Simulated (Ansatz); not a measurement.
# Structural energy differences of cobalt

Method: DFT, PBE, plane waves (420 eV) with PAW, scalar-relativistic (Ansatz 0.2.0).

Each structure is relaxed within its own symmetry, so a high-lying one may be dynamically unstable.

```csv
structure,ΔE (meV/atom),V (Å³/atom),cell,magnetic state
hcp,0,10.84,"a = 2.494 Å, c = 4.028 Å (c/a = 1.615)","ferromagnetic, net 1.61 μB per atom"
dhcp,4,10.89,"a = 2.495 Å, c = 8.082 Å (c/a = 3.239)","ferromagnetic, net 1.64 μB per atom"
fcc,16,10.92,a = 3.522 Å,"ferromagnetic, net 1.65 μB per atom"
omega (AlB2-type),82,11.06,"a = 3.963 Å, c = 2.439 Å (c/a = 0.615)","ferromagnetic, net 1.66 μB per atom"
bcc,88,11.11,a = 2.812 Å,"ferromagnetic, net 1.76 μB per atom"
A15,96,11.14,a = 4.467 Å,"ferromagnetic, net 1.69 μB per atom"
simple cubic,781,12.81,a = 2.340 Å,"ferromagnetic, net 1.88 μB per atom"
diamond,1299,16.37,a = 5.078 Å,"ferromagnetic, net 1.73 μB per atom"
```

ΔE counts from hcp.

Differences under about 8 meV lie within the error of the k-point mesh.
